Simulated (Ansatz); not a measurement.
A 4-atom cell of CdSe started from a crystallographic database (r2SCAN geometry), in Ansatz:

```
Cd Se
1.0
     4.34072    0.00000    0.00000
    -2.17036    3.75917    0.00000
     0.00000    0.00000    7.07666
Cd Se
2 2
Direct
  0.33333 0.66667 0.00452
  0.66667 0.33333 0.50452
  0.33333 0.66667 0.38048
  0.66667 0.33333 0.88048
```

G0W0@PBE with 1228 empty bands, a screening cutoff of 260 eV and a 6×6×2 mesh (PAW, contour deformation) gives 1.217 eV over the mesh points, from a PBE gap of 0.611 eV; it sums over 1264 bands with 1099 plane waves in the screening and a wave cutoff of 420 eV. G0W0 values are finite-basis, finite-mesh values. Calculated for a static, non-magnetic cell.

**Question.** Estimate the gap with starting point PBE0, empty bands 633, screening cutoff 180 eV.

**Answer.** 2.087 eV (+0.870 eV), from a Kohn-Sham gap of 2.153 eV.

**Question.** Estimate the gap with starting point HSE06, empty bands 633, screening cutoff 180 eV.

**Answer.** 1.883 eV (+0.666 eV), from a Kohn-Sham gap of 1.546 eV.

Spin-orbit coupling is left out.

The program warns that the k mesh is coarse for exact exchange in some of these runs, so their gaps aren't converged.

With a shallow d shell on the cation, G0W0 converges slowly in bands and cutoff, so these values are in doubt.
